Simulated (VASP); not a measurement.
# AlN (Fm-3m) in VASP: a series of runs

Runs on AlN. Level: r2SCAN. Tasks: single point.

Everything below comes from runs of VASP 6.6.1. Logs are shortened: lines on timing, memory, paths and dates and some standing lists are left out, and cuts for length are marked.

## (1) The crystal as given

Symmetry: Fm-3m, No. 225, cubic system. Conventional cell: a = 4.069 Å, b = 4.069 Å, c = 4.069 Å, α = 90.00°, β = 90.00°, γ = 90.00°. Al (site symmetry m-3m) has 6 N at 2.03 Å as nearest neighbours. Around N (site symmetry m-3m) lie 6 Al at 2.03 Å.

Measurements of this composition are mostly on another form, of space group No. 186.

## (2) Single point, r2SCAN

File POSCAR:

```
AlN
1.0
    0.0000000000      2.0345180000      2.0345180000
    2.0345180000      0.0000000000      2.0345180000
    2.0345180000      2.0345180000      0.0000000000
Al N
1 1
Direct
    0.5000000000      0.5000000000      0.5000000000
    0.0000000000      0.0000000000      0.0000000000
```

File INCAR.step1:

```
SYSTEM = AlN
PREC = Accurate
ENCUT = 520
ISMEAR = 0
SIGMA = 0.05
LREAL = .FALSE.
LASPH = .TRUE.
NELM = 100
NBANDS = 11
GGA = PE
ALGO = Normal
EDIFF = 1E-4
LWAVE = .TRUE.
LCHARG = .FALSE.
```

File INCAR.step2:

```
SYSTEM = AlN
PREC = Accurate
ENCUT = 520
EDIFF = 1E-6
ISMEAR = 0
SIGMA = 0.05
LREAL = .FALSE.
LASPH = .TRUE.
NELM = 100
ALGO = Normal
ISIF = 2
LWAVE = .FALSE.
LCHARG = .TRUE.
METAGGA = R2SCAN
LMIXTAU = .TRUE.
LELF = .TRUE.
LVHAR = .TRUE.
NBANDS = 11
ISTART = 1
```

File KPOINTS:

```
regular mesh
0
G
  10 10 10
  0 0 0
```

Potentials or basis: VASP PAW PBE potentials, release 64 (Al, N).

Run with:

```
$ cat potpaw_PBE.64/Al/POTCAR potpaw_PBE.64/N/POTCAR > POTCAR
$ cp INCAR.step1 INCAR
$ mpirun -np 1 vasp_std > vasp.out
$ cp INCAR.step2 INCAR
$ mpirun -np 1 vasp_std > vasp.out
```

OUTCAR:

```text
SYSTEM = AlN
   PREC = Accurate
   ENCUT = 520
   EDIFF = 1E-6
   ISMEAR = 0
   LREAL = .FALSE.
   LASPH = .TRUE.
   NELM = 100
   ISIF = 2
   METAGGA = R2SCAN
   ISTART = 1

 ion  position               nearest neighbor table
   1  0.500  0.500  0.500-   2 2.03   2 2.03   2 2.03   2 2.03   2 2.03   2 2.03
   2  0.000  0.000  0.000-   1 2.03   1 2.03   1 2.03   1 2.03   1 2.03   1 2.03

  LATTYP: Found a face centered cubic cell.
 ALAT       =     4.0690360000

  Lattice vectors:

 A1 = (   0.0000000000,   2.0345180000,   2.0345180000)
 A2 = (   2.0345180000,   0.0000000000,   2.0345180000)
 A3 = (   2.0345180000,   2.0345180000,   0.0000000000)

Analysis of symmetry for initial positions (statically):
=====================================================================
 Subroutine PRICEL returns:
 Original cell was already a primitive cell.

 Routine SETGRP: Setting up the symmetry group for a
 face centered cubic supercell.

 Subroutine GETGRP returns: Found 48 space group operations
 (whereof 48 operations were pure point group operations)
 out of a pool of 48 trial point group operations.

The static configuration has the point symmetry O_h .

Analysis of symmetry for dynamics (positions and initial velocities):
=====================================================================
 Subroutine PRICEL returns:
 Original cell was already a primitive cell.

 Routine SETGRP: Setting up the symmetry group for a
 face centered cubic supercell.

 Subroutine GETGRP returns: Found 48 space group operations
 (whereof 48 operations were pure point group operations)
 out of a pool of 48 trial point group operations.

The dynamic configuration has the point symmetry O_h .

 Subroutine INISYM returns: Found 48 space group operations
 (whereof 48 operations are pure point group operations),
 and found     1 'primitive' translations

----------------------------------------------------------------------------------------

                                     Primitive cell

  volume of cell :      16.8428

  direct lattice vectors                    reciprocal lattice vectors
     0.000000000  2.034518000  2.034518000    -0.245758455  0.245758455  0.245758455
     2.034518000  0.000000000  2.034518000     0.245758455 -0.245758455  0.245758455
     2.034518000  2.034518000  0.000000000     0.245758455  0.245758455 -0.245758455

  length of vectors
     2.877242948  2.877242948  2.877242948     0.425666130  0.425666130  0.425666130

  position of ions in fractional coordinates (direct lattice)
     0.500000000  0.500000000  0.500000000
     0.000000000  0.000000000  0.000000000

[... 88 lines left out ...]
   NUPDOWN=      -1.0000    fix difference up-down
   EMIN   =  10.00;   EMAX   =-10.00  energy-range for DOS
   EFERMI =   0.00;   METHOD = LEGACY
   ISMEAR =     0;   SIGMA  =   0.05  broadening in eV -4-tet -1-fermi 0-gaus
   EFERMI_NEDOS =   21; number of points for ismear=-14 and -15
   IALGO  =     38    algorithm
   IMIX   =      4    mixing-type and parameters
     AMIX     =   0.40;   BMIX     =  1.00
     AMIX_MAG =   1.60;   BMIX_MAG =  1.00
  volume/ion in A,a.u.               =       8.42        56.83
  Fermi-wavevector in a.u.,A,eV,Ry     =   1.277321  2.413786 22.198561  1.631548
  Thomas-Fermi vector in A             =   2.409927
   LORBIT       =      0    0 simple, 1 ext, 2 COOP (PROOUT), +10 PAW based schemes
   METAGGA = R2SCAN    functional components
   LHFCALC =     F    Hartree Fock is set to
   AEXX    =    0.0000 exact exchange contribution
   IVDW    =     0    specifies the selected vdW correction
   LEPSILON=     F    determine dielectric tensor
   LRPA    =     F    only Hartree local field effects (RPA)
 non-spin polarized calculation
 Gauss-broadening in eV      SIGMA  =   0.05
  energy-cutoff  :      520.00
  volume of cell :       16.84
 maximum number of plane-waves:       469
 NGX is ok and might be reduce to    24
   NGX = 11   NGY = 11   NGZ = 11

 number of electron       7.9999999 magnetization

 Free energy of the ion-electron system (eV)
  ---------------------------------------------------
  ext. energy  EPLUGINS =         0.00000000
  ---------------------------------------------------
  free energy    TOTEN  =       -18.88794446 eV

  energy without entropy =      -18.88794446  energy(sigma->0) =      -18.88794446

 E-fermi :   9.8686     XC(G=0): -12.7838

 val. band max:        9.5310492317   @ k =   0.0000   0.0000   0.0000
 cond. band min:      14.8240388083   @ k =   0.5000   0.5000   0.0000
 fundamental gap:      5.2929895766
 Fermi energy:         9.8685842958

 k-point     1 :       0.0000    0.0000    0.0000
  band No.  band energies     occupation
      1      -8.6961      2.00000
      2       9.5310      2.00000
      3       9.5310      2.00000
      4       9.5310      2.00000
      5      15.7640      0.00000
      6      22.3774      0.00000
      7      22.3774      0.00000
      8      22.3774      0.00000
      9      27.9592      0.00000
     10      27.9592      0.00000
     11      28.1135      0.00000
[... 309 lines left out ...]
 k-point    24 :       0.4000    0.3000    0.0000
  band No.  band energies     occupation
      1      -5.7382      2.00000
      2       3.5918      2.00000
      3       6.7137      2.00000
      4       7.2128      2.00000
      5      16.3890      0.00000
      6      17.1707      0.00000
      7      22.6500      0.00000
      8      26.1022      0.00000
      9      26.9505      0.00000
     10      32.1889      0.00000
     11      35.5539      0.00000

 [... further k-points ...]

------------------------ aborting loop because EDIFF is reached ----------------------------------------

  FORCE on cell =-STRESS in cart. coord.  units (eV):
  Direction    XX          YY          ZZ          XY          YZ          ZX
  --------------------------------------------------------------------------------------
  -------------------------------------------------------------------------------------
  Total       -0.7224325     -0.7224325     -0.7224325      0.0000000     -0.0000000      0.0000000
  in kB      -68.7216011    -68.7216011    -68.7216011      0.0000000     -0.0000000      0.0000000
  external PRESSURE =     -68.7216011 kB  Pullay stress =       0.0000000 kB

 VOLUME and BASIS-vectors are now :
 -----------------------------------------------------------------------------
  energy-cutoff  :      520.00
  volume of cell :       16.84
      direct lattice vectors                 reciprocal lattice vectors
     0.000000000  2.034518000  2.034518000    -0.245758455  0.245758455  0.245758455
     2.034518000  0.000000000  2.034518000     0.245758455 -0.245758455  0.245758455
     2.034518000  2.034518000  0.000000000     0.245758455  0.245758455 -0.245758455

 POSITION                                       TOTAL-FORCE (eV/Angst)
 -----------------------------------------------------------------------------------
      2.03452      2.03452      2.03452         0.000000      0.000000      0.000000
      0.00000      0.00000      0.00000        -0.000000     -0.000000     -0.000000
 -----------------------------------------------------------------------------------
    total drift:                                0.000000     -0.000000     -0.000000

  FREE ENERGIE OF THE ION-ELECTRON SYSTEM (eV)
  ---------------------------------------------------
  free  energy   TOTEN  =       -18.8879444608 eV

  energy  without entropy=      -18.8879444608  energy(sigma->0) =      -18.88794446
```

OSZICAR.step1:

```text
N       E                     dE             d eps       ncg     rms          rms(c)
DAV:   1     0.624672401187E+01    0.62467E+01   -0.40918E+03  1050   0.672E+02
DAV:   2    -0.156903586246E+02   -0.21937E+02   -0.21077E+02  1251   0.123E+02
DAV:   3    -0.162724342336E+02   -0.58208E+00   -0.58131E+00  1288   0.182E+01
DAV:   4    -0.162741790395E+02   -0.17448E-02   -0.17447E-02  1160   0.108E+00
DAV:   5    -0.162741923423E+02   -0.13303E-04   -0.13303E-04  1237   0.965E-02    0.753E+00
DAV:   6    -0.145641416767E+02    0.17101E+01   -0.75711E+00  1121   0.145E+01    0.265E+00
DAV:   7    -0.145519359941E+02    0.12206E-01   -0.17602E-01  1151   0.308E+00    0.176E+00
DAV:   8    -0.145462418296E+02    0.56942E-02   -0.16348E-02  1085   0.111E+00    0.334E-01
DAV:   9    -0.145458645687E+02    0.37726E-03   -0.16035E-03  1175   0.237E-01    0.149E-01
DAV:  10    -0.145459248683E+02   -0.60300E-04   -0.13591E-04   647   0.878E-02
   1 F= -.14545925E+02 E0= -.14545925E+02  d E =-.619500E-21
```

Run time: 20 s. Hardware: 1 thread of Intel Xeon 6975P-C (Granite Rapids), shared host; peak memory 0.14 GiB.

What came out:

* Free energy: -18.8879 eV
* Pressure: -6.9 GPa
* Band gap on the k mesh: 5.29 eV, indirect (least direct gap 6.23 eV)

Caveat: the PAW data sets were made with another functional, which shifts forces and pressure a little. r2SCAN opens gaps a little over a GGA but as a rule still falls short of measured ones.

## (3) Single point, r2SCAN

POSCAR is that of step 2.

File INCAR.step1:

```
PREC = Accurate
ENCUT = 520
ISMEAR = 0
SIGMA = 0.05
LREAL = F
LASPH = T
NELM = 100
NBANDS = 11
GGA = PE
ALGO = Normal
EDIFF = 1E-4
LWAVE = T
LCHARG = F
```

File INCAR.step2:

```
PREC = Accurate
ENCUT = 520
EDIFF = 1E-6
ISMEAR = 0
SIGMA = 0.05
LREAL = F
LASPH = T
NELM = 100
ALGO = Normal
ISIF = 2
LWAVE = F
LCHARG = F
METAGGA = R2SCAN
LMIXTAU = T
NBANDS = 11
ISTART = 1
```

File KPOINTS:

```
regular mesh
0
Gamma
  10 10 10
```

Potentials or basis: VASP PAW PBE potentials, release 64 (Al, N).

Run with:

```
$ cat potpaw_PBE.64/Al/POTCAR potpaw_PBE.64/N/POTCAR > POTCAR
$ cp INCAR.step1 INCAR
$ mpirun -np 1 vasp_std > vasp.out
$ cp INCAR.step2 INCAR
$ mpirun -np 1 vasp_std > vasp.out
```

Wall time 20 s (1 thread of Intel Xeon 6975P-C (Granite Rapids), shared host); peak memory 0.14 GiB.

Results (log left out):

* Free energy: -18.8879 eV
* Pressure: -6.9 GPa
* Band gap on the k mesh: 5.29 eV, indirect (least direct gap 6.23 eV)

Levels at points of the mesh, in eV from the valence-band top:
```csv
k point,band 1,band 2,band 3,band 4,band 5,band 6,band 7,band 8
"(0.00, 0.00, 0.00)",-18.23,0.00,0.00,0.00,6.23,12.85,12.85,12.85
"(0.50, 0.00, 0.00)",-15.06,-8.32,-1.12,-1.12,6.79,11.74,11.74,14.34
"(0.50, 0.50, 0.00)",-14.12,-7.42,-2.85,-2.85,5.29,6.01,15.13,18.39
```

Caveat: the PAW data sets were made with another functional, which shifts forces and pressure a little. r2SCAN opens gaps a little over a GGA but as a rule still falls short of measured ones.
